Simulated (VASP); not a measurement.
Here is the system:

```xyz
2
Lattice="0.0000 3.1314 3.1314 3.1314 0.0000 3.1314 3.1314 3.1314 0.0000" Properties=species:S:1:pos:R:3 pbc="T T T"
Al     0.1200     0.0500     0.0000
Sb     1.5657     1.5657     1.5657
```

Computed with PBE GGA, VASP's PBE PAW potentials (set 64) (plane waves; VASP). Settings: 400 eV cut-off, 6×6×6 Γ-centred mesh, Gaussian smearing of 0.050 eV, potentials Al Sb.

### Question
The ions, cell shape and volume are relaxed. Which structure does the run end with?

### Answer

```xyz
2
Lattice="-0.0003 3.1176 3.1181 3.1150 0.0001 3.1179 3.1143 3.1165 0.0011" Properties=species:S:1:pos:R:3 pbc="T T T"
Al     0.0596     3.1426     3.1174
Sb     1.6166     1.5833     1.5600
```
Space group F-43m (216), at a tolerance of 0.03 Å.

### Question
How do energy and volume change from the first to the last step?

### Answer
The energy (σ→0) changes by -31.9 meV/atom and the volume by -1.4 %, in 9 ionic steps.

The compound is AlSb in the zinc blende structure. In the starting cell atoms are displaced from their ideal sites. This run relaxes it.
